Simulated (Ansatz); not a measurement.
The equilibrium volume of InAs, sorted by core time

**What was measured.** The equilibrium volume of InAs (F-43m) is reported as 27.8 Å³/atom at 298.15 K (a printed reference work). The runs below try to reproduce it.

It takes space group F-43m (No. 216, cubic). Conventional cell: a = 6.036 Å, b = 6.036 Å, c = 6.036 Å, α = 90.00°, β = 90.00°, γ = 90.00°. Around In (site symmetry -43m) lie 4 As at 2.61 Å. As (site symmetry -43m) has 4 In at 2.61 Å as nearest neighbours.

| rung | level | program and potentials | cutoff (eV) | k mesh | smearing | task | spin | core time | chip | equilibrium volume (Å³/atom) | miss | notes |
| --- | --- | --- | --- | --- | --- | --- | --- | --- | --- | --- | --- | --- |
| GGA + dispersion | BLYP+D4 | Ansatz, Ansatz PAW | 420 | 8 × 8 × 8 | fermi-dirac 0.05 | relaxation of cell and atoms | off | 13 s | Arm Neoverse V1 | 29.07 | +4.6 % | potentials made for PBE, which Ansatz adapts in part |
| GGA + dispersion | PBEsol+D4 | Ansatz, Ansatz PAW | 420 | 8 × 8 × 8 | fermi-dirac 0.05 | relaxation of cell and atoms | off | 17 s | Intel Xeon | 27.67 | -0.5 % | potentials made for PBE, which Ansatz adapts in part |
| GGA | PBEsol | Ansatz, Ansatz PAW | 420 | 8 × 8 × 8 | fermi-dirac 0.05 | relaxation of cell and atoms | off | 17 s | Intel Xeon | 28.21 | +1.5 % | potentials made for PBE, which Ansatz adapts in part |
| GGA + dispersion | PBE+D4 | Ansatz, Ansatz PAW | 420 | 8 × 8 × 8 | fermi-dirac 0.05 | relaxation of cell and atoms | off | 19 s | Intel Xeon | 28.52 | +2.6 % | - |
| GGA | PBE | Ansatz, Ansatz PAW | 420 | 8 × 8 × 8 | fermi-dirac 0.05 | relaxation of cell and atoms | off | 20 s | Intel Xeon | 29.60 | +6.5 % | - |
| GGA + dispersion | revPBE+D3(BJ) | Ansatz, Ansatz PAW | 420 | 8 × 8 × 8 | fermi-dirac 0.05 | equation of state | non-collinear, ferrimagnetic start | 63 s | AMD EPYC 9B14 Zen 4 | 28.22 | +1.5 % | potentials made for PBE, which Ansatz adapts in part |
| hybrid | HSEsol | Ansatz, Ansatz PAW | 420 | 4 × 4 × 4 | fermi-dirac 0.05 | relaxation of cell and atoms | off | 1.9 min | Intel Xeon | 27.70 | -0.4 % | coarse mesh; potentials made for PBE, which Ansatz adapts in part |
| GGA + dispersion | PBEsol+D3(BJ)+ATM | Ansatz, PseudoDojo PBEsol stringent | 1415 | 8 × 8 × 8 | gaussian 0.01 | equation of state | off | 2.1 min | Arm Neoverse V1 | 27.45 | -1.3 % | - |
| hybrid | r2SCAN0 | Ansatz, Ansatz PAW | 500 | 4 × 4 × 4 | fermi-dirac 0.05 | equation of state | off | 4.2 min | Arm Neoverse V1 | 27.96 | +0.6 % | coarse mesh; potentials made for PBE, which Ansatz adapts in part |

Times are single runs on shared hosts and different chips, so they are rough; meshes, cutoffs and the tasks' sizes weigh on the time. Smearing widths are in eV. For a metal such meshes aren't converged. Meshes differ between rows, which moves values too. Meshes are those of the run's cell of 2 atoms unless a note names another. Relaxations start from the cell shown or near it and stop with a little pressure left. The cell shown, of 27.49 Å³ an atom, is the runs' start and not the measured value. Misses use the values as printed. Runs on faulty files, with rough fits or with known faults for this quantity aren't shown. No row holds spin-orbit coupling.

By rung: GGA + dispersion 27.45 to 29.07; GGA 28.21 to 29.60; hybrid on coarse meshes 27.70 to 27.96 (Å³/atom). Measured: 27.8 Å³/atom at 298.15 K (a printed reference work). Closest, coarse meshes and atomic bases left aside, is PBEsol+D4 (-0.5 %), and PBE misses by +6.5 % on plain settings. The runs are for a static lattice, while measurements hold temperature and zero-point motion.
